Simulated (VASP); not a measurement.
# K (Im-3m) in VASP: notebook

Runs on K. Level: r2SCAN. Tasks: single point.

All numbers are computed with VASP 6.6.1; they aren't measurements. Logs are shortened: lines on timing, memory, paths and dates and some standing lists are left out, and cuts for length are marked.

## 1. The crystal as given

Symmetry: Im-3m, No. 229, cubic system. The conventional cell has a = 5.395 Å, b = 5.395 Å, c = 5.395 Å, α = 90.00°, β = 90.00°, γ = 90.00°.

## 2. Single point, r2SCAN

File INCAR:

```
SYSTEM = K
ADDGRID = .False.
ALGO = Normal
EDIFF = 1E-6
ENCUT = 450
ISIF = 2
ISMEAR = -1
LASPH = .True.
LCHARG = .False.
LMIXTAU = .True.
LREAL = .False.
LWAVE = .False.
METAGGA = R2SCAN
NBANDS = 10
NELM = 100
PREC = Accurate
SIGMA = 0.15
```

File KPOINTS:

```
k-points
0
Gamma
  4 4 4
  0 0 0
```

File POSCAR:

```
K
1.0
   -2.6491090000      2.6630490000      2.6437420000
    2.6773590000     -2.6874940000      2.6964360000
    2.7342160000      2.7726000000     -2.6681870000
K
1
Direct
   -0.0060180000      0.0074470000      0.0002300000
```

Potentials or basis: VASP PAW PBE potentials, release 64 (K_pv).

Started as:

```bash
$ cat potpaw_PBE.64/K_pv/POTCAR > POTCAR
$ mpirun -np 1 vasp_std > vasp.out
```

OUTCAR:

```text
SYSTEM = K
   EDIFF = 1E-6
   ENCUT = 450
   ISIF = 2
   ISMEAR = -1
   LASPH = .True.
   LREAL = .False.
   METAGGA = R2SCAN
   NELM = 100
   PREC = Accurate

 Found     36 irreducible k-points:

 Following reciprocal coordinates:
            Coordinates               Weight
  0.000000  0.000000  0.000000      1.000000
  0.250000  0.000000 -0.000000      2.000000
  0.500000  0.000000 -0.000000      1.000000
  0.000000  0.250000  0.000000      2.000000
  0.250000  0.250000 -0.000000      2.000000
  0.500000  0.250000 -0.000000      2.000000
   k-points           NKPTS =     36   k-points in BZ     NKDIM =     36   number of bands    NBANDS=     10
   number of dos      NEDOS =    301   number of ions     NIONS =      1
   total plane-waves  NPLWV =  36864
   dimension x,y,z NGX =    32 NGY =   32 NGZ =   36
   dimension x,y,z NGXF=    64 NGYF=   64 NGZF=   72
   ions per type =               1
   NGX,Y,Z   is equivalent  to a cutoff of  11.58, 11.43, 12.68 a.u.
   NGXF,Y,Z  is equivalent  to a cutoff of  23.16, 22.86, 25.36 a.u.
 SYSTEM =  K
   PREC   = accura    normal or accurate (medium, high low for compatibility)
   ISTART =      0    job   : 0-new  1-cont  2-samecut
   ICHARG =      2    charge: 1-file 2-atom 10-const
   ISPIN  =      1    spin polarized calculation?
   LNONCOLLINEAR =      F non collinear calculations
   LSORBIT =      F    spin-orbit coupling
   LASPH  =      T    aspherical Exc in radial PAW
   ENCUT  =  450.0 eV  33.07 Ry    5.75 a.u.   7.94  8.05  8.16*2*pi/ulx,y,z
   NELM   =    100;   NELMIN=  2; NELMDL= -5     # of ELM steps
   EDIFF  = 0.1E-05   stopping-criterion for ELM
   LREAL  =      F    real-space projection
   EDIFFG = 0.1E-04   stopping-criterion for IOM
   NSW    =      0    number of steps for IOM
   IBRION =     -1    ionic relax: 0-MD 1-quasi-New 2-CG
   NFREE  =      0    steps in history (QN), initial steepest desc. (CG)
   ISIF   =      2    stress and relaxation
   ISYM   =      2    0-nonsym 1-usesym 2-fastsym
   POTIM  = 0.5000    time-step for ionic-motion
   TEBEG  =    0.0;   TEEND  =   0.0 temperature during run
   PSTRESS=    0.0 pullay stress
   NELECT =       7.0000    total number of electrons
   NUPDOWN=      -1.0000    fix difference up-down
   EMIN   =  10.00;   EMAX   =-10.00  energy-range for DOS
   EFERMI =   0.00;   METHOD = LEGACY
   ISMEAR =    -1;   SIGMA  =   0.15  broadening in eV -4-tet -1-fermi 0-gaus
   EFERMI_NEDOS =   21; number of points for ismear=-14 and -15
   IALGO  =     38    algorithm
   IMIX   =      4    mixing-type and parameters
     AMIX     =   0.40;   BMIX     =  1.00
     AMIX_MAG =   1.60;   BMIX_MAG =  1.00
  volume/ion in A,a.u.               =      78.52       529.87
  Fermi-wavevector in a.u.,A,eV,Ry     =   0.731335  1.382024  7.277098  0.534852
  Thomas-Fermi vector in A             =   1.823527
   LORBIT       =      0    0 simple, 1 ext, 2 COOP (PROOUT), +10 PAW based schemes
   METAGGA = R2SCAN    functional components
   LHFCALC =     F    Hartree Fock is set to
   AEXX    =    0.0000 exact exchange contribution
   IVDW    =     0    specifies the selected vdW correction
   LEPSILON=     F    determine dielectric tensor
   LRPA    =     F    only Hartree local field effects (RPA)
 non-spin polarized calculation
  energy-cutoff  :      450.00
  volume of cell :       78.52
 maximum number of plane-waves:      1718
   NGX = 15   NGY = 17   NGZ = 17

 number of electron       7.0000000 magnetization

 Free energy of the ion-electron system (eV)
  ---------------------------------------------------
  ext. energy  EPLUGINS =         0.00000000
  ---------------------------------------------------
  free energy    TOTEN  =        -5.97497920 eV

  energy without entropy =       -5.89136160  energy(sigma->0) =       -5.93317040

 E-fermi :  -1.2298     XC(G=0):  -5.7870

 val. band max:       -1.2354795902   @ k =   0.2500   0.5000   0.0000
 cond. band min:      -1.2023801539   @ k =   0.5000   0.2500  -0.0000
 fundamental gap:      0.0330994363
 Fermi energy:        -1.2297981779

 k-point     1 :       0.0000    0.0000    0.0000
  band No.  band energies     occupation
      1     -17.4954      2.00000
      2     -17.4937      2.00000
      3     -17.4926      2.00000
      4      -3.4268      2.00000
      5       3.4695      0.00000
      6       3.5322      0.00000
      7       3.6624      0.00000
      8       4.5049      0.00000
      9       4.6057      0.00000
     10       6.8406      0.00000

 k-point     2 :       0.2500    0.0000   -0.0000
  band No.  band energies     occupation
      1     -17.5241      2.00000
      2     -17.5030      2.00000
      3     -17.4934      2.00000
      4      -2.6478      1.99984
      5       2.0007      0.00000
      6       2.7706      0.00000
      7       4.1340      0.00000
      8       4.3224      0.00000
      9       4.4001      0.00000
     10       6.6722      0.00000

 k-point     3 :       0.5000    0.0000   -0.0000
  band No.  band energies     occupation
      1     -17.5530      2.00000
      2     -17.5124      2.00000
      3     -17.4934      2.00000
      4      -0.6133      0.03230
      5      -0.5640      0.02336
      6       2.2592      0.00000
      7       4.1570      0.00000
      8       4.9173      0.00000
      9       5.1532      0.00000
     10       5.5917      0.00000

 k-point     4 :       0.0000    0.2500    0.0000
  band No.  band energies     occupation
      1     -17.5212      2.00000
      2     -17.5028      2.00000
      3     -17.4945      2.00000
      4      -2.6599      1.99986
      5       1.9453      0.00000
      6       2.7381      0.00000
      7       4.1181      0.00000
      8       4.4310      0.00000
      9       4.4574      0.00000
     10       6.6542      0.00000

 k-point     5 :       0.2500    0.2500   -0.0000
  band No.  band energies     occupation
      1     -17.5362      2.00000
      2     -17.5210      2.00000
      3     -17.4998      2.00000
      4      -1.2547      1.08269
      5       0.8139      0.00000
      6       1.3946      0.00000
      7       3.9252      0.00000
      8       4.2406      0.00000
      9       5.1863      0.00000
     10       6.0446      0.00000

 k-point     6 :       0.5000    0.2500   -0.0000
  band No.  band energies     occupation
      1     -17.5468      2.00000
      2     -17.5154      2.00000
      3     -17.4981      2.00000
      4      -1.2024      0.90886
      5       0.7886      0.00000
      6       1.4138      0.00000
      7       3.9069      0.00000
      8       4.3003      0.00000
      9       5.0657      0.00000
     10       6.2452      0.00000

 [... further k-points ...]

------------------------ aborting loop because EDIFF is reached ----------------------------------------

  FORCE on cell =-STRESS in cart. coord.  units (eV):
  Direction    XX          YY          ZZ          XY          YZ          ZX
  --------------------------------------------------------------------------------------
  -------------------------------------------------------------------------------------
  Total       -0.0002527     -0.0014589      0.0084819     -0.0123131      0.0034479     -0.0012042
  in kB       -0.0051558     -0.0297680      0.1730741     -0.2512503      0.0703546     -0.0245714
  external PRESSURE =       0.0460501 kB  Pullay stress =       0.0000000 kB

 VOLUME and BASIS-vectors are now :
 -----------------------------------------------------------------------------
  energy-cutoff  :      450.00
  volume of cell :       78.52
      direct lattice vectors                 reciprocal lattice vectors
    -2.649109000  2.663049000  2.643742000    -0.003889548  0.184877607  0.188126541
     2.677359000 -2.687494000  2.696436000     0.183848792 -0.002040834  0.186277758
     2.734216000  2.772600000 -2.668187000     0.181941348  0.181121382 -0.000133391

 POSITION                                       TOTAL-FORCE (eV/Angst)
 -----------------------------------------------------------------------------------
     -2.61260      2.62765      2.64730        -0.000000      0.000000      0.000000
 -----------------------------------------------------------------------------------
    total drift:                               -0.000001      0.000022      0.000011

  FREE ENERGIE OF THE ION-ELECTRON SYSTEM (eV)
  ---------------------------------------------------
  free  energy   TOTEN  =        -5.9749791975 eV

  energy  without entropy=       -5.8913616016  energy(sigma->0) =       -5.93317040
```

stdout:

```text
POSCAR found type information on POSCAR K
 POSCAR found :  1 types and       1 ions
 scaLAPACK will be used
 -----------------------------------------------------------------------------
|                                                                             |
|                                                                             |
|     You enforced a specific xc type in the INCAR file but a different       |
|     I HOPE YOU KNOW WHAT YOU ARE DOING!                                     |
|                                                                             |
 -----------------------------------------------------------------------------

 LDA part: xc-table for (None), standard interpolation
 POSCAR, INCAR and KPOINTS ok, starting setup
 FFT: planning ... GRIDC
 FFT: planning ... GRID_SOFT
 FFT: planning ... GRID
 WAVECAR not read
 entering main loop
```

Run time: 65 s. Hardware: 1 thread of Intel Xeon Platinum 8559C (Emerald Rapids), shared host; peak memory 0.2 GiB.

These settings aren't checked as converged: the numbers below hold their error.

Results:

```
Free energy            : -5.9750 eV
Pressure               : 0.0 GPa
Band gap on the k mesh : none (metal or under the smearing width)
```

Caveat: the k mesh is coarse (spacing up to 0.41 Å⁻¹), so the values aren't converged; the PAW data sets were made with another functional, which shifts forces and pressure a little.

## 3. Single point, r2SCAN

INCAR: that of step 2 with these lines changed.

```diff
@@ -16,2 +16,2 @@
 PREC = Accurate
-SIGMA = 0.15
+SIGMA = 0.4
```

KPOINTS is that of step 2.

File POSCAR:

```
K
1.0
   -2.6975585167      2.6975585167      2.6975585167
    2.6975585167     -2.6975585167      2.6975585167
    2.6975585167      2.6975585167     -2.6975585167
K
1
Direct
    0.0000000000      0.0000000000      0.0000000000
```

Potentials or basis: VASP PAW PBE potentials, release 64 (K_pv).

Started as:

```bash
$ cat potpaw_PBE.64/K_pv/POTCAR > POTCAR
$ mpirun -np 1 vasp_std > vasp.out
```

It took 29 s on 1 thread of Intel Xeon Platinum 8559C (Emerald Rapids), shared host; peak memory 0.18 GiB.

The run converged, but some of its settings lie outside the range that counts as converged, so its numbers aren't taken as properties of the crystal.

Results:

```yaml
Free_energy: -6.1681 eV
Pressure: 0.1 GPa
Band_gap_on_the_k_mesh: none (metal or under the smearing width)
```

Caveat: the k mesh is coarse (spacing up to 0.41 Å⁻¹), so the values aren't converged; the PAW data sets were made with another functional, which shifts forces and pressure a little.

(Continued in part 2 of 2.)
